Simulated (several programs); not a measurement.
## In₂O₃ (A-La2O3 type) from semi-empirical methods to plane-wave DFT

In₂O₃ in the A-La2O3 structure, relaxed with r2SCAN in Ansatz, was computed with several methods. Space group P-3m1 (No. 164), trigonal; conventional cell a = 3.420 Å, c = 6.096 Å, 12.35 Å³ an atom. Around In lie 7 O at 2.08–2.54 Å; around O lie 6 In at 2.45 Å; around O lie 4 In at 2.08–2.54 Å. The cell comes from a prototype generator: it can be a known phase or a hypothetical one. Spin polarisation is off.

```
In O
1.0
     3.41981    0.00000    0.00000
    -1.70990    2.96164    0.00000
     0.00000    0.00000    6.09641
In O
2 3
Cartesian
  0.0000 1.9744 1.4453
  1.7099 0.9872 4.6511
  0.0000 0.0000 0.0000
  0.0000 1.9744 3.9885
  1.7099 0.9872 2.1079
```

Gaps and times are for a single point on this cell; volume and bulk modulus come from each method's own relaxation or energy curve at fixed shape, which is too stiff where a cell has free coordinates or axes. Times are rough, from shared hosts (AMD EPYC 7R13 Processor; Arm Neoverse V1; NVIDIA H100 80GB HBM3), and each method has its own mesh and cell size. A dagger marks a closed or tiny gap in a crystal that DFT finds insulating: a failure of the method or a wrong SCF state. A double dagger marks a value from a curve with shape and coordinates held. PM6 (MOPAC), PM7 (MOPAC), GFN2-xTB (tblite) treat a cluster of cells at its zone centre, which samples few k points: where these miss a band edge, the gap comes out too large for that reason alone. Gaps from k meshes are read at a limited set of points (mesh, symmetry points, PBE's band edges), so each method's own least gap may be somewhat smaller. xTB and the PM methods were fitted mostly to molecules, and can miss a solid's gap by electronvolts. Minimal bases can be far off for gaps. Times of the plane-wave rungs are withheld (a dash), since they come from other jobs, hosts and meshes; the meshes of hybrids and Hartree-Fock don't converge their gaps to the digits shown. Curves at held shape can't give the bulk modulus of a layered or molecular crystal, so none is listed. GLLB-SC's gap includes the derivative discontinuity. d marks a direct gap, i an indirect one (no mark: not told apart), a dash a value that wasn't computed or didn't pass its checks.

```
                          method              kind  gap (eV)  own volume (Å³/atom)  bulk modulus (GPa)  atoms computed  processor time
                          PBEsol         semilocal         –                 12.34                   –               5               –
light PBE (260 eV, its own mesh)  light plane-wave    0.63 d                     –                   –               5           1.4 s
                     PM6 (MOPAC)    semi-empirical      8.78                     –                   –         cluster           4.3 s
                     PM7 (MOPAC)    semi-empirical      7.68                     –                   –         cluster             5 s
                             LDA         semilocal    0.68 i                 11.92                   –               5               –
                             PBE         semilocal    0.78 i                 13.00                   –               5               –
               GFN2-xTB (tblite)     tight binding     0.08†                11.77‡                   –         cluster            13 s
                  PBE/SZV (CP2K)       small basis    0.23 i                     –                   –               5            19 s
                           HSE06            hybrid    2.20 i                     –                   –               5               –
                          r2SCAN         semilocal    1.30 i                 12.35                   –               5               –
                         PBE+SOC         semilocal    0.79 i                     –                   –               5               –
                            PBE0            hybrid    2.88 i                     –                   –               5               –
                  GLLB-SC (GPAW)   model potential      2.20                     –                   –               5            50 s
                         r2SCAN0            hybrid    3.27 i                     –                   –               5               –
                 PBE/DZVP (CP2K)       small basis    0.74 i                13.03‡                   –               5            59 s
                        DDH-PBE0            hybrid    2.20 i                     –                   –               5               –
```

Against HSE06 (2.20 eV) and with closed or daggered gaps left aside, the nearest gap at the points sampled is that of GLLB-SC (GPAW) (0.00 eV) and the farthest that of PM6 (MOPAC) (+6.58 eV). HSE06 is only a yardstick of convenience, and nearness to it can be luck.

Volumes against r2SCAN's: PBEsol -0.1 %, LDA -3.4 %, PBE +5.3 %.

Runs without a result: GFN1-xTB (tblite) (single point).

Only the rows marked +SOC include spin-orbit coupling.
